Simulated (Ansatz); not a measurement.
FeSi: computed properties

Theory: Ansatz 0.2.0, DFT PBEsol, scalar-relativistic, plane waves, PAW.

Settings: cutoff 420 eV, Γ-centred mesh 8×8×8 on the computed 8-atom cell, Gaussian smearing of 0.01 eV; no spin polarisation.

The structure is relaxed at this level of theory with its symmetry kept.

Space group P2_13 (No. 198). a = 4.403 Å, b = 4.403 Å, c = 4.403 Å, α = 90.00°, β = 90.00°, γ = 90.00°
```
atom site symmetry x y z
  Fe    4a       .3.  0.1369  0.1369  0.1369
  Si    4a       .3.  0.8410  0.8410  0.8410
```

| Property | Result |
| --- | --- |
| Space group | P2_13 (No. 198) |
| Volume per atom | 10.67 Å³ |
| Formation energy from the elements' standard states (uncorrected) | -0.644 eV/atom |
| Kohn–Sham band gap | 0.13 eV, indirect from (-0.089, -0.094, 0.281) to (0.000, 0.312, 0.229) |
| Löwdin character of the top 1 eV of the valence band | Fe 3d 92 % |
| Löwdin character of the lowest 1 eV of the conduction band | Fe 3d 86 %, Si 3p 10 % (semilocal functionals without a Hubbard U place empty 3d levels too low) |
| Electron masses at the edge by Cartesian direction of the standard setting (m_e; degenerate bands sorted by energy; no spin-orbit coupling) | x: 6.9; y: 1.5; z: 1.1 |
| Hole masses at the edge by Cartesian direction of the standard setting (m_e; degenerate bands sorted by energy; no spin-orbit coupling) | x: 2.4; y: 2.5; z: 5.8 |
| Bulk modulus | 239 GPa |
| Its pressure derivative | 4.7 |
| Bader charges (e) | Fe (4 in the cell) -0.40, Si (4 in the cell) 0.40 |

A ferromagnetic start lost its moments in a first run, so spin was left out; other magnetic orders weren't tried.